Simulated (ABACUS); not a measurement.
# HfB2 (P6/mmm) in ABACUS: equation of state

How stiff is HfB2 in PBEsol, and what volume does it want? The cell is scaled to several volumes.

Everything below comes from runs of ABACUS 3.10.1. Logs are shortened: lines on timing, memory, paths and dates and some standing lists are left out, and cuts for length are marked.

### Step 1. The structure

Symmetry: P6/mmm, No. 191, hexagonal system. Conventional cell: a = 3.140 Å, b = 3.140 Å, c = 3.480 Å, α = 90.00°, β = 90.00°, γ = 120.00°. Hf (site symmetry 6/mmm) has 12 B at 2.51 Å as nearest neighbours. B (site symmetry -6m2) has 3 B at 1.81 Å as nearest neighbours.

### Step 2. Equation of state, PBEsol, 9.31 Å³/atom (volume scaled by 0.94)

Contents of INPUT:

```
INPUT_PARAMETERS
suffix              HfB2
calculation         scf
basis_type          pw
pseudo_dir          ./
symmetry            1
dft_functional      pbesol
ecutwfc             76
pseudo_rcut         7
nspin               1
nbands              13
ks_solver           dav
smearing_method     fd
smearing_sigma      0.00367493
scf_thr             1e-08
scf_nmax            100
mixing_type         broyden
mixing_beta         0.7
cal_force           1
cal_stress          1
kpar                4
```

Contents of STRU:

```
ATOMIC_SPECIES
Hf 178.4900 Hf.upf
B 10.8100 B.upf

LATTICE_CONSTANT
1.8897261246

LATTICE_VECTORS
3.0759003814 0.0000000000 0.0000000000
-1.5379501907 2.6638078698 0.0000000000
0.0000000000 0.0000000000 3.4089596583

ATOMIC_POSITIONS
Direct

Hf
0.0
1
0.0000000000 0.0000000000 0.0000000000 1 1 1

B
0.0
2
0.6666666667 0.3333333333 0.5000000000 1 1 1
0.3333333333 0.6666666667 0.5000000000 1 1 1
```

Contents of KPT:

```
K_POINTS
0
Gamma
10 10 8 0 0 0
```

Potentials or basis: PseudoDojo NC SR 0.4.1 PBEsol standard, plane waves.

Command:

```
OMP_NUM_THREADS=1 mpirun -np 4 abacus > log
```

running log:

```text
ABACUS v3.10.1

               Atomic-orbital Based Ab-initio Computation at UStc

 ------------------------------------------------------------------------------------

 READING GENERAL INFORMATION
                           global_out_dir = OUT.HfB2/
                           global_in_card = INPUT
                               pseudo_dir = ./
                              orbital_dir =
                                    DSIZE = 4
                                    GSIZE = 1

 READING UNITCELL INFORMATION
                                    ntype = 2
                  lattice constant (Bohr) = 1.88973
              lattice constant (Angstrom) = 1

 READING ATOM TYPE 1
                               atom label = Hf
                      L=0, number of zeta = 1
                      L=1, number of zeta = 1
                      L=2, number of zeta = 1
             number of atom for this type = 1

 READING ATOM TYPE 2
                               atom label = B
                      L=0, number of zeta = 1
                      L=1, number of zeta = 1
                      L=2, number of zeta = 1
             number of atom for this type = 2

                        TOTAL ATOM NUMBER = 3
DIRECT COORDINATES
    atom                   x                   y                   z     mag                  vx                  vy                  vz
taud_Hf1            0.0000000000        0.0000000000        0.0000000000  0.0000        0.0000000000        0.0000000000        0.0000000000
taud_B1            0.6666666667        0.3333333333        0.5000000000  0.0000        0.0000000000        0.0000000000        0.0000000000
taud_B2            0.3333333333        0.6666666667        0.5000000000  0.0000        0.0000000000        0.0000000000        0.0000000000

                          Volume (Bohr^3) = 188.492
                             Volume (A^3) = 27.9316

 Lattice vectors: (Cartesian coordinate: in unit of a_0)
              +3.0759                  +0                  +0
             -1.53795            +2.66381                  +0
                   +0                  +0            +3.40896
 Reciprocal vectors: (Cartesian coordinate: in unit of 2 pi/a_0)
            +0.325108           +0.187701                  -0
                   -0           +0.375402                  -0
                   +0                  -0           +0.293345
 The esolver type has been set to : ksdft_pw

                PAO radial cut off (Bohr) = 7

 Read in pseudopotential file is Hf.upf
                     pseudopotential type = NC
          exchange-correlation functional = PBESOL
                 nonlocal core correction = 1
                        valence electrons = 12
                                     lmax = 3
                           number of zeta = 4
                     number of projectors = 8
                           L of projector = 0
                           L of projector = 0
                           L of projector = 1
                           L of projector = 1
                           L of projector = 2
                           L of projector = 2
                           L of projector = 3
                           L of projector = 3
                PAO radial cut off (Bohr) = 7

 Read in pseudopotential file is B.upf
                     pseudopotential type = NC
          exchange-correlation functional = PBESOL
                 nonlocal core correction = 1
                        valence electrons = 3
                                     lmax = 1
                           number of zeta = 2
                     number of projectors = 4
                           L of projector = 0
                           L of projector = 0
                           L of projector = 1
                           L of projector = 1
     initial pseudo atomic orbital number = 18

 SETUP THE ELECTRONS NUMBER
            electron number of element Hf = 12
      total electron number of element Hf = 12
             electron number of element B = 3
       total electron number of element B = 6
            AUTOSET number of electrons:  = 18
                           occupied bands = 9
                                   NBANDS = 13
                                   NLOCAL = 27

%%%%%%%%%%%%%%%%%%%%%%%%%%%%%%%%%%%%%%%%%%%%%%%%%%%%%%%%%%%%%%%%%%%%%%%%%%%%%%%%%%%%%%%%%%%%%%%%%%%%%%%%%%
 Warning: the number of valence electrons in pseudopotential > 4 for Hf: [Xe] 4f14 5d2 6s2
 Pseudopotentials with additional electrons can yield (more) accurate outcomes, but may be less efficient.
 If you're confident that your chosen pseudopotential is appropriate, you can safely ignore this warning.
%%%%%%%%%%%%%%%%%%%%%%%%%%%%%%%%%%%%%%%%%%%%%%%%%%%%%%%%%%%%%%%%%%%%%%%%%%%%%%%%%%%%%%%%%%%%%%%%%%%%%%%%%%

 SETUP THE PLANE WAVE BASIS
 energy cutoff for charge/potential (unit:Ry) = 304
            fft grid for charge/potential = [ 36, 36, 36 ]
                        fft grid division = [ 1, 1, 1 ]
        big fft grid for charge/potential = [ 36, 36, 36 ]
                                     nbxx = 46656
[... 86 lines left out ...]
     IBZ    DIRECT_X    DIRECT_Y    DIRECT_Z  WEIGHT  ibz2bz
       1  0.00000000  0.00000000  0.00000000  0.0013       0
       2 -0.10000000  0.10000000  0.00000000  0.0075       1
       3 -0.20000000  0.20000000  0.00000000  0.0075       2
       4 -0.30000000  0.30000000  0.00000000  0.0075       3
       5 -0.40000000  0.40000000  0.00000000  0.0075       4
       6  0.50000000  0.50000000  0.00000000  0.0037       5
[... 22 lines left out ...]
      29  0.00000000  0.00000000  0.25000000  0.0025     200
      30 -0.10000000  0.10000000  0.25000000  0.0150     201
[... 40 further k points ...]

                               nkstot now = 70
[... K-POINTS DIRECT COORDINATES: 70 rows ...]

           k-point number in this process = 18
       minimum distributed K point number = 17
[... stars of the k points ...]

[... K-POINTS CARTESIAN COORDINATES: 18 rows ...]

[... K-POINTS DIRECT COORDINATES: 18 rows ...]

 SETUP PLANE WAVES FOR WAVE FUNCTIONS
     energy cutoff for wavefunc (unit:Ry) = 76
              fft grid for wave functions = [ 36, 36, 36 ]
                    number of plane waves = 2991
                         number of sticks = 223

 PARALLEL PW FOR WAVE FUNCTIONS
     PROC   COLUMNS(POT)             PW
        1            223           2991
 --------------- sum -------------------
        1            223           2991

 SETUP NONLOCAL PSEUDOPOTENTIALS IN PLANE WAVE BASIS
 Hf non-local projectors:
 projector 1 L=0
 projector 2 L=0
 projector 3 L=1
 projector 4 L=1
 projector 5 L=2
 projector 6 L=2
 projector 7 L=3
 projector 8 L=3
 B non-local projectors:
 projector 1 L=0
 projector 2 L=0
 projector 3 L=1
 projector 4 L=1
      TOTAL NUMBER OF NONLOCAL PROJECTORS = 48

 Init Non-Local PseudoPotential table :
 Init Non-Local-Pseudopotential done.

                                     npwx = 2122

 Make real space PAO into reciprocal space.
       max mesh points in Pseudopotential = 701
     dq(describe PAO in reciprocal space) = 0.01
                                    max q = 1050

 number of pseudo atomic orbitals for Hf is 4
WARNING: norm of atomic wavefunction # 3 of atomic type Hf is 0.99632, renormalized
WARNING: norm of atomic wavefunction # 4 of atomic type Hf is 0.993441, renormalized

 number of pseudo atomic orbitals for B is 2
WARNING: norm of atomic wavefunction # 1 of atomic type B is 0.999867, renormalized
WARNING: norm of atomic wavefunction # 2 of atomic type B is 0.997368, renormalized

 -------------------------------------------
 SELF-CONSISTENT
 -------------------------------------------
                                 init_chg = atomic

 PW ALGORITHM --------------- ION=   1  ELEC=   1--------------------------------

 Density error is 0.29111098495
                          Error Threshold = 0.01
----------------------------------------------------------
     Energy           Rydberg                 eV
----------------------------------------------------------
 E_KohnSham     -124.6446268656      -1695.8771504561
 E_Harris       -126.7042972227      -1723.9004033140
 E_Fermi        1.3007885501         17.6981361744
----------------------------------------------------------
[... 51 lines left out ...]
 Density error is 2.50358773973e-09
                          Error Threshold = 1.2700111893e-09
----------------------------------------------------------
     Energy           Rydberg                 eV
----------------------------------------------------------
 E_KohnSham     -124.7430231325      -1697.2159003479
 E_KS(sigma->0) -124.7429379415      -1697.2147412647
 E_Harris       -124.7430081271      -1697.2156961890
 E_band         -3.5508074550        -48.3112138893
 E_one_elec     -3.8197868705        -51.9708665850
 E_Hartree      12.4176401552        168.9506618246
 E_xc           -33.6048701338       -457.2177143697
 E_Ewald        -99.7358359014       -1356.9756630514
 E_entropy(-TS) -0.0001703820        -0.0023181665
 E_descf        0.0000000000         0.0000000000
 E_exx          0.0000000000         0.0000000000
 E_Fermi        1.2739479916         17.3329516413
----------------------------------------------------------

 charge density convergence is achieved
 final etot is -1697.2159003 eV
 EFERMI = 17.332951641 eV

 STATE ENERGY(eV) AND OCCUPATIONS    NSPIN == 1
 1/18 kpoint (Cartesian) = 0.0000 0.0000 0.0000 (2081 pws)
       1       -43.9692     0.00250000
       2       -12.9107     0.00250000
       3       -12.3336     0.00250000
       4       -12.3336     0.00250000
       5        3.37753     0.00250000
       6        14.2549     0.00250000
       7        14.4249     0.00250000
       8        14.4249     0.00250000
       9        14.7419     0.00250000
      10        21.7675    7.58912e-42
      11        22.4473    9.44702e-48
      12        22.4473    9.44702e-48
      13        22.7512    2.16616e-50
[... 61 lines left out ...]
 6/18 kpoint (Cartesian) = 0.16255 0.28155 0.0000 (2114 pws)
       1       -43.9034     0.00750000
       2       -13.2866     0.00750000
       3       -12.7383     0.00750000
       4       -12.5533     0.00750000
       5        7.37178     0.00750000
       6        8.42661     0.00750000
       7        13.0877     0.00750000
       8        13.9843     0.00750000
       9        14.3735     0.00750000
      10        19.7574    6.55273e-24
      11        20.3481    4.84814e-29
      12        23.5204    1.35283e-56
      13        23.6153    2.02991e-57

[... levels at 12 further k points ...]

------------------------------------------------------------------------------------------
 TOTAL-FORCE (eV/Angstrom)
------------------------------------------------------------------------------------------
                       Hf1         0.0000000000         0.0000000000         0.0000000000
                        B1         0.0000000000         0.0000000000         0.0000000000
                        B2         0.0000000000         0.0000000000         0.0000000000
------------------------------------------------------------------------------------------

----------------------------------------------------------------
 TOTAL-STRESS (KBAR)
----------------------------------------------------------------
       145.3879251548         0.0000000000         0.0000000000
         0.0000000000       145.3879251551         0.0000000000
         0.0000000000        -0.0000000000       120.7641507124
----------------------------------------------------------------
 TOTAL-PRESSURE: 137.180000 KBAR

 --------------------------------------------
 !FINAL_ETOT_IS -1697.2159003479321200 eV
 --------------------------------------------
```

It took 20 s on 4 MPI ranks of AMD EPYC, shared host; peak memory 0.32 GiB.

What came out:

```
Free energy            : -1697.2159 eV
Pressure               : 13.7 GPa
Band gap on the k mesh : none (metal or under the smearing width)
```

Caveat: there are fewer bands than atomic start orbitals, so a level may be missed at k points of high symmetry.

### Step 3. Equation of state, PBEsol, 9.51 Å³/atom (volume scaled by 0.96)

INPUT is that of step 2.

Edit STRU of step 2 so:

```diff
@@ -8,5 +8,5 @@
 LATTICE_VECTORS
-3.0759003814 0.0000000000 0.0000000000
--1.5379501907 2.6638078698 0.0000000000
-0.0000000000 0.0000000000 3.4089596583
+3.0975623654 0.0000000000 0.0000000000
+-1.5487811827 2.6825676982 0.0000000000
+0.0000000000 0.0000000000 3.4329672075
```

KPT is that of step 2.

Potentials or basis: PseudoDojo NC SR 0.4.1 PBEsol standard, plane waves.

Command:

```
OMP_NUM_THREADS=1 mpirun -np 4 abacus > log
```

It took 25 s on 4 MPI ranks of AMD EPYC, shared host; peak memory 0.32 GiB.

It converged, with:

- Free energy: -1697.2549 eV
- Pressure: 7.3 GPa
- Band gap on the k mesh: none (metal or under the smearing width)

Caveat: there are fewer bands than atomic start orbitals, so a level may be missed at k points of high symmetry.

[end of part 1 of 2]
